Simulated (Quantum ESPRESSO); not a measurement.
**Mo: phonon spectrum and thermodynamics under several settings**

```xyz
1
Lattice="-1.5838 1.5838 1.5838 1.5838 -1.5838 1.5838 1.5838 1.5838 -1.5838" Properties=species:S:1:pos:R:3 pbc="T T T"
Mo    0.0000    0.0000    0.0000
```

All runs used Quantum ESPRESSO 7.5; k mesh 12 × 12 × 12; relaxed cell; no spin polarisation; cutoff 612 eV; occupations cold, width 0.2 eV; q mesh 3 × 3 × 3.

```tsv
level	potentials	volume (Å³/atom)	highest frequency (cm⁻¹)	zero-point energy (meV/atom)	entropy at room temperature (k_B/atom)
LDA	GBRV 1.5 LDA	?	?	?	?
PBE	GBRV 1.5 PBE	15.73	273	36.7	3.38
```

Problem. What stands in the row left open?

Solution. Volume 15.03 Å³/atom; highest frequency 284 cm⁻¹; zero-point energy 38.4 meV/atom; entropy at room temperature 3.26 k_B/atom.

For the row left open. Caveat: the q mesh is small, so phonon branches between its points and thermal values are rough.
